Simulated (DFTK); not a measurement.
## SrO in DFTK: convergence with cutoff

SrO:

```xyz
2
Lattice="0.0000 2.5663 2.5663 2.5663 0.0000 2.5663 2.5663 2.5663 0.0000" Properties=species:S:1:pos:R:3 pbc="T T T"
Sr    2.5737    2.5770    2.5530
O    -0.0179    0.0448    0.0521
```

The cell isn't the ideal one: atoms moved at random.

| Item | Value |
| --- | --- |
| Program | DFTK 0.8.2 |
| Task | convergence study |
| Functional | PBEsol |
| Potentials or basis | dojo.nc.sr.pbesol.v0_4_1.standard.upf (PBEsol) |
| Cutoff | 408 eV |
| k mesh | 4 × 4 × 4 |
| Occupations | fermi-dirac, width 0.02 eV |
| Spin | no spin polarisation |

These are the settings of the first run; the series varies cutoff, with any setting tied to it.

Hardware: 1 thread of Intel(R) Xeon(R) 6975P-C (Granite Rapids), on a shared host.

Problem. The values tried are 408.171 eV, 517.016 eV, 625.862 eV, 789.13 eV, 979.61 eV, 1142.88 eV, 1360.57 eV, 1659.89 eV, loosest first. From which on does the largest force stay within 0.005 eV/Å of the tightest run that finished?

Solution. From 789.13 eV on.

```tsv
cutoff	energy less the tightest run, at zero smearing (meV/atom)	pressure (GPa)	largest force (eV/Å)	gap on the mesh (eV)	SCF cycles
408.171 eV	4578.70	-94.02	0.192	3.048	10
517.016 eV	1813.63	-54.22	0.123	3.215	11
625.862 eV	614.42	-26.11	0.173	3.277	14
789.13 eV	89.38	-6.43	0.150	3.233	15
979.61 eV	4.97	-1.09	0.151	3.234	15
1142.88 eV	0.30	-0.58	0.151	3.233	14
1360.57 eV	0.15	-0.55	0.151	3.233	15
1659.89 eV	0.00	-0.56	0.151	3.233	14
```

Against the tightest run, the energy stays within 1 meV/atom from 1142.88 eV on; the pressure stays within 0.1 GPa from 1142.88 eV on; the gap on the mesh stays within 0.01 eV from 789.13 eV on. The tightest run that finished is the yardstick and may itself not be fully converged.

Caveat, for the tightest run too: the k mesh is coarse (spacing up to 0.53 Å⁻¹), so the values aren't converged.
